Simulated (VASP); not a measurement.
A run of VASP 6.6.1 is set up as follows.

File INCAR:

```
SYSTEM = InP
PREC     = Accurate       ! precision mode
ENCUT    = 520            ! plane-wave cutoff, eV
EDIFF    = 1E-7           ! SCF threshold, eV
ISMEAR   = 0              ! smearing method
SIGMA    = 0.02           ! smearing width, eV
LREAL    = .FALSE.        ! projectors in reciprocal space
LASPH    = .TRUE.         ! aspherical terms in the spheres
NELM     = 80             ! most SCF steps
ALGO     = Normal         ! electronic algorithm
ISIF     = 3              ! what is computed and relaxed
LWAVE    = .FALSE.        ! write WAVECAR
LCHARG   = .FALSE.        ! write CHGCAR
GGA      = PE             ! functional
IBRION   = 2              ! ionic algorithm
NSW      = 80             ! ionic steps
EDIFFG   = -0.002         ! ionic threshold
AMIX     = 0.2
```

The input KPOINTS:

```
Automatic mesh
0
G
  10 10 10
  0 0 0
```

The input POSCAR:

```
InP                                     
1.0
    0.0000000000      2.9789248967      2.9789248967
    2.9789248967      0.0000000000      2.9789248967
    2.9789248967      2.9789248967      0.0000000000
  In              P             
     1     1
Direct
     0.0000000000000000    0.0000000000000000    0.0000000000000000
     0.2500000000000000    0.2500000000000000    0.2500000000000000
```

Potentials or basis: VASP PAW PBE potentials, release 64 (In_d, P).

The run is started by

```console
$ cat potpaw_PBE.64/In_d/POTCAR potpaw_PBE.64/P/POTCAR > POTCAR
$ mpirun -np 1 vasp_std > vasp.out
```

Q: Predict the band gap on the k mesh.

A: 0.44 eV, direct.

Final structure:
```xyz
2
Lattice="0.0000 2.9789 2.9789 2.9789 0.0000 2.9789 2.9789 2.9789 0.0000" Properties=species:S:1:pos:R:3 pbc="T T T"
In    0.0000    0.0000    0.0000
P     1.4895    1.4895    1.4895
```

Caveat: the relaxation stopped at its first step, so nothing moved; spin-orbit coupling is left out, which moves the levels of the heavy elements.
